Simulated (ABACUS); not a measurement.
Crystal: GaSb.

```
Sb Ga
1.0
     0.00000    3.05900    3.05900
     3.05900    0.00000    3.05900
     3.05900    3.05900    0.00000
Sb Ga
1 1
Direct
  0.75000 0.75000 0.75000
  0.00000 0.00000 0.00000
```

Below is the output of ABACUS 3.10.1 for this cell. Logs are shortened: lines on timing, memory, paths and dates and some standing lists are left out, and cuts for length are marked.

```text
ABACUS v3.10.1

               Atomic-orbital Based Ab-initio Computation at UStc

 ------------------------------------------------------------------------------------

 READING GENERAL INFORMATION
                           global_out_dir = OUT.GaSb/
                           global_in_card = INPUT
                               pseudo_dir = ./
                              orbital_dir =
                                    DSIZE = 4
                                    GSIZE = 1

 READING UNITCELL INFORMATION
                                    ntype = 2
                  lattice constant (Bohr) = 1.88973
              lattice constant (Angstrom) = 1

 READING ATOM TYPE 1
                               atom label = Sb
                      L=0, number of zeta = 1
                      L=1, number of zeta = 1
                      L=2, number of zeta = 1
             number of atom for this type = 1

 READING ATOM TYPE 2
                               atom label = Ga
                      L=0, number of zeta = 1
                      L=1, number of zeta = 1
                      L=2, number of zeta = 1
             number of atom for this type = 1

                        TOTAL ATOM NUMBER = 2
DIRECT COORDINATES
    atom                   x                   y                   z     mag                  vx                  vy                  vz
taud_Sb1            0.7500000000        0.7500000000        0.7500000000  0.0000        0.0000000000        0.0000000000        0.0000000000
taud_Ga1            0.0000000000        0.0000000000        0.0000000000  0.0000        0.0000000000        0.0000000000        0.0000000000

                          Volume (Bohr^3) = 386.336
                             Volume (A^3) = 57.249

 Lattice vectors: (Cartesian coordinate: in unit of a_0)
                   +0              +3.059              +3.059
               +3.059                  +0              +3.059
[... 258 lines left out ...]
     Energy           Rydberg                 eV
----------------------------------------------------------
 E_KohnSham     -334.2832717051      -4548.1572412711
 E_Harris       -334.9439870637      -4557.1467349043
 E_Fermi        0.5930938828         8.0694562556
----------------------------------------------------------
[... 63 lines left out ...]
 Density error is 2.63237224788e-09
                          Error Threshold = 1.4799423404e-10
----------------------------------------------------------
     Energy           Rydberg                 eV
----------------------------------------------------------
 E_KohnSham     -334.2864624095      -4548.2006530322
 E_KS(sigma->0) -334.2864434863      -4548.2003955687
 E_Harris       -334.2866285389      -4548.2029133387
 E_band         -18.2244926486       -247.9569431804
 E_one_elec     -165.4084795860      -2250.4978198858
 E_Hartree      100.8414647557       1372.0185153438
 E_xc           -86.4197339653       -1175.8008015716
 E_Ewald        -183.2996757676      -2493.9200319917
 E_entropy(-TS) -0.0000378464        -0.0005149269
 E_descf        0.0000000000         0.0000000000
 E_exx          0.0000000000         0.0000000000
 E_Fermi        0.6050771068         8.2324963813
----------------------------------------------------------

 charge density convergence is achieved
 final etot is -4548.200653 eV
 EFERMI = 8.2324963813 eV
The vacuum level is 10.676525427 eV

 STATE ENERGY(eV) AND OCCUPATIONS    NSPIN == 1
 1/29 kpoint (Cartesian) = 0.0000 0.0000 0.0000 (1166 pws)
       1       -20.5783     0.00390625
       2       -20.5783     0.00390625
       3       -20.5783     0.00390625
       4       -20.5591     0.00390625
       5       -20.5591     0.00390625
       6       -6.82820     0.00390625
[... 98 lines left out ...]
       5       -20.5587      0.0234375
       6       -6.83595      0.0234375
[... 10 lines left out ...]
      17        11.9154    2.40130e-34
      18        11.9154    2.40130e-34

[... levels at 23 further k points ...]

------------------------------------------------------------------------------------------
 TOTAL-FORCE (eV/Angstrom)
------------------------------------------------------------------------------------------
                       Sb1         0.0000000000         0.0000000000         0.0000000000
                       Ga1         0.0000000000         0.0000000000         0.0000000000
------------------------------------------------------------------------------------------

----------------------------------------------------------------
 TOTAL-STRESS (KBAR)
----------------------------------------------------------------
        -1.3301516485         0.0000000000         0.0000000000
         0.0000000000        -1.3301516485        -0.0000000000
         0.0000000000        -0.0000000000        -1.3301516485
----------------------------------------------------------------
 TOTAL-PRESSURE: -1.330152 KBAR

 --------------------------------------------
 !FINAL_ETOT_IS -4548.2006530321768878 eV
 --------------------------------------------
```

Question: Write the input and the command behind it.

Answer: Single point with PBEsol, no spin polarisation. The files as run (others can give the same):

INPUT
```
INPUT_PARAMETERS
suffix              GaSb
calculation         scf
basis_type          pw
pseudo_dir          ./
symmetry            1
dft_functional      pbesol
ecutwfc             81
pseudo_rcut         7
nspin               1
nbands              18
ks_solver           dav
smearing_method     fd
smearing_sigma      0.00367493
scf_thr             1e-08
scf_nmax            100
mixing_type         broyden
mixing_beta         0.7
cal_force           1
cal_stress          1
out_chg             1
out_pot             2
out_elf             1
```

STRU
```
ATOMIC_SPECIES
Sb 121.7600 Sb.upf
Ga 69.7230 Ga.upf

LATTICE_CONSTANT
1.8897261246

LATTICE_VECTORS
0.0000000000 3.0590000000 3.0590000000
3.0590000000 0.0000000000 3.0590000000
3.0590000000 3.0590000000 0.0000000000

ATOMIC_POSITIONS
Direct

Sb
0.0
1
0.7500000000 0.7500000000 0.7500000000 1 1 1

Ga
0.0
1
0.0000000000 0.0000000000 0.0000000000 1 1 1
```

KPT
```
K_POINTS
0
Gamma
8 8 8 0 0 0
```

Potentials or basis: PseudoDojo NC SR 0.4.1 PBEsol standard, plane waves.
Command:
```bash
$ OMP_NUM_THREADS=1 mpirun -np 4 abacus > log
```

Caveat: this crystal is a semiconductor, whose small gap the functional closes, so the metal is an error of the method.
